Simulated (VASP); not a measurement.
AlNi under changes of volume

One of the cells (11.740 Å³/atom); the others are scaled copies at fixed shape and fractional positions:

```xyz
2
Lattice="2.8635 0.0000 0.0000 0.0000 2.8635 0.0000 0.0000 0.0000 2.8635" Properties=species:S:1:pos:R:3 pbc="T T T"
Ni    1.4318    1.4318    1.4318
Al    0.0000    0.0000    0.0000
```

- Program: VASP 6.6.1
- Functional: PBEsol
- Potentials or basis: VASP PAW PBE potentials, release 64 (Ni, Al)
- Cutoff: 520 eV
- k mesh: 8 × 8 × 8
- Occupations: fermi-dirac, width 0.05 eV
- Spin: collinear spin, ferromagnetic start
- Starting moments: [1.0, 0.0] μB

```csv
volume (Å³/atom),energy over the lowest point (meV/atom),pressure (GPa)
11.271,11.04,7.8
11.505,?,?
11.740,0.00,0.2
11.975,2.38,-3.1
12.210,9.33,-6.1
```

Q: What does the run at 11.505 Å³/atom give?

A: Energy over the lowest point 2.70 meV/atom; pressure 3.8 GPa.

Worked out: A Birch-Murnaghan fit of order 2 (a polynomial in V^(-2/3)) to the other rows has its minimum at 11.74 Å³/atom with B0 = V·E''(V) = 173 GPa. It gives 2.74 meV/atom at 11.505 Å³/atom, against the run's 2.70, and -dE/dV = 3.7 GPa, against 3.8.

Energies are extrapolated to zero smearing.

Caveats: the PAW data sets were made with another functional, which shifts forces and pressure a little.
